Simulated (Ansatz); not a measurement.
Set up this calculation in Ansatz 0.2.0, as the native input.

- Task: projected density of states
- Functional: PBEsol
- Potentials or basis: Ansatz PAW
- Cutoff: 420 eV (not typed: the program's choice for these potentials)
- k mesh: 10 × 10 × 1
- Occupations: fermi-dirac, width 0.05 eV
- Spin: no spin polarisation

Slab: MoS2, a slab with vacuum.

```
Mo S
1.0
     3.18402    0.00000    0.00000
    -1.59201    2.75744    0.00000
     0.00000    0.00000   28.38732
Mo S
3 6
Direct
  0.33333 0.66667 0.22816
  0.33333 0.66667 0.77184
  0.66667 0.33333 0.00000
  0.66667 0.33333 0.17349
  0.66667 0.33333 0.71719
  0.33333 0.66667 0.94533
  0.66667 0.33333 0.28281
  0.66667 0.33333 0.82651
  0.33333 0.66667 0.05467
```

The input as run:

input.yaml

```yaml
crystal:
  lattice:
    - [3.1840155185, 0.0, 0.0]
    - [-1.5920077592, 2.757438325, 0.0]
    - [0.0, 0.0, 28.3873198]
  atoms:
    - { symbol: Mo, position: [0.3333333333, 0.6666666667, 0.22816477] }
    - { symbol: Mo, position: [0.3333333333, 0.6666666667, 0.77183523] }
    - { symbol: Mo, position: [0.6666666667, 0.3333333333, 0.0] }
    - { symbol: S, position: [0.6666666667, 0.3333333333, 0.17349309] }
    - { symbol: S, position: [0.6666666667, 0.3333333333, 0.71718751] }
    - { symbol: S, position: [0.3333333333, 0.6666666667, 0.94533412] }
    - { symbol: S, position: [0.6666666667, 0.3333333333, 0.28281249] }
    - { symbol: S, position: [0.6666666667, 0.3333333333, 0.82650691] }
    - { symbol: S, position: [0.3333333333, 0.6666666667, 0.05466588] }
hamiltonian:
  xc: pbesol
  pseudopotentials: { kind: paw }
kpoints:
  mp_grid: { grid: [10, 10, 1] }
scf:
  occupations: { method: fermi_dirac, width: 0.05 }
  n_extra_bands: 22
output:
  forces: true
  stress: true
  eigenvalues: true
  dos: { projected: true, de: 0.05, nscf_kmesh: { grid: [15, 15, 2] } }
```

Potentials or basis: Ansatz PAW.

The run is started by

```bash
$ ansatz run input.yaml --threads 4 --pin off --max-ram 11264MiB --backend cpu --events-out ev --progress --plain --runs-dir out
```

Results of the run:

| Item | Value |
| --- | --- |
| Largest force | 0.150 eV/Å |
| Band gap on the k mesh | 1.29 eV, indirect (least direct gap 1.88 eV) |

Caveat: the PAW data sets come from PBE, with cores solved anew for the run's functional, which leaves a small shift of forces and pressure; the density of states is complete only up to the lowest level of the last band computed.

Wall time 14 s on 4 threads of Intel(R) Xeon(R) Platinum 8488C (Sapphire Rapids), on a shared host, peak memory 0.96 GiB.
